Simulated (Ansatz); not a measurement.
Runs of Ansatz 0.2.0 on C. Symmetry: Fd-3m, No. 227, cubic system. Conventional cell: a = 3.567 Å, b = 3.567 Å, c = 3.567 Å, α = 90.00°, β = 90.00°, γ = 90.00°. C (site symmetry -43m) is surrounded by 4 C at 1.54 Å. This isn't the form of C at room conditions, which is graphite.

```csv
task,level,cell,k mesh,cutoff (eV),smearing,gap on the mesh (eV),pressure (GPa),relaxed volume (Å³/atom)
relaxation of cell and atoms,LDA,relaxed,13 × 13 × 13,-,fermi-dirac 0.05 eV,4.18,0.0,5.51
band structure,BLYP,as given,13 × 13 × 13,452,fermi-dirac 0.05 eV,(a),11.2,-
relaxation of cell and atoms,revPBE+D4,relaxed,13 × 13 × 13,-,fermi-dirac 0.05 eV,4.18,0.0,5.59
elastic constants,LDA,as given,10 × 10 × 10,479,fermi-dirac 0.05 eV,4.14,-13.0,-
single point,LDA,as given,13 × 13 × 13,452,gaussian 0.1 eV,4.11,-13.0,-
relaxation of cell and atoms,BLYP+D3(BJ),relaxed,13 × 13 × 13,-,fermi-dirac 0.05 eV,(b),0.0,5.69
relaxation of cell and atoms,RPBE+D4,relaxed,13 × 13 × 13,-,fermi-dirac 0.05 eV,4.18,0.0,5.59
```

Alike in all rows: potentials or basis all-electron LAPW, scalar-relativistic; no spin polarisation; basis error allowed 0.001 eV/atom.

Problem. Estimate the missing entries.

Solution. (a) 4.47; (b) 4.46.

Caveats: an odd mesh through Γ misses points on the zone boundary, where band edges often lie (some runs); the cell is more than 3 GPa from zero pressure, which shifts response properties (some runs).

Runs at the PBE level aren't shown here.
